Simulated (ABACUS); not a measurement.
## InP: single point with rSCAN

**Experimental background.**

A printed reference work, data compilation reports, for a bulk crystal of InP at 1.6 K: band gap 1.4236 eV (direct).

The system is InP.

```
CELL_PARAMETERS angstrom
0.00000 2.93050 2.93050
2.93050 0.00000 2.93050
2.93050 2.93050 0.00000
ATOMIC_POSITIONS crystal
In 0.00000 0.00000 0.00000
P 0.25000 0.25000 0.25000
```

```
Program                                       : ABACUS 3.10.1
Task                                          : single point
Functional                                    : rSCAN
Potentials or basis                           : SG15 ONCV 1.2 PBE
Cutoff                                        : 1116 eV
Density cutoff                                : 4463 eV
Basis                                         : plane waves
k mesh                                        : 5 × 5 × 5
Occupations                                   : fermi-dirac, width 0.05 eV
Spin                                          : no spin polarisation
Radial cutoff of the potentials (pseudo_rcut) : 10 bohr
SCF threshold on the density                  : 1e-08
Max SCF steps                                 : 100
Eigensolver                                   : dav
Mixing                                        : broyden
Mixing share                                  : 0.7
Symmetry key                                  : 1
Bands                                         : 19
```

```yaml
Pressure: 0.3 GPa
Band_gap_on_the_k_mesh: 0.74 eV, direct
```

Levels at points of the mesh, in eV from the valence-band top:
| k point | band 5 | band 6 | band 7 | band 8 | band 9 | band 10 | band 11 | band 12 | band 13 | band 14 |
| --- | --- | --- | --- | --- | --- | --- | --- | --- | --- | --- |
| (0.00, 0.00, 0.00) | -13.95 | -12.15 | 0.00 | 0.00 | 0.00 | 0.74 | 4.27 | 4.27 | 4.27 | 8.80 |

Wall time 14 s on 4 MPI ranks on Intel(R) Xeon(R) Platinum 8375C CPU @ 2.90GHz (Ice Lake), on a shared host, peak memory 0.36 GiB a rank.

Against the measured gap of InP, 1.4236 eV (direct; 1.6 K; a printed reference work, data compilation), the calculated 0.74 eV is off by -0.68 eV. Spin-orbit coupling on In is left out. The value is that of rSCAN, without temperature or zero-point motion.

Caveat: the potentials were made for another functional, which shifts forces and pressure; spin-orbit coupling is left out, which moves the levels of the heavy elements.
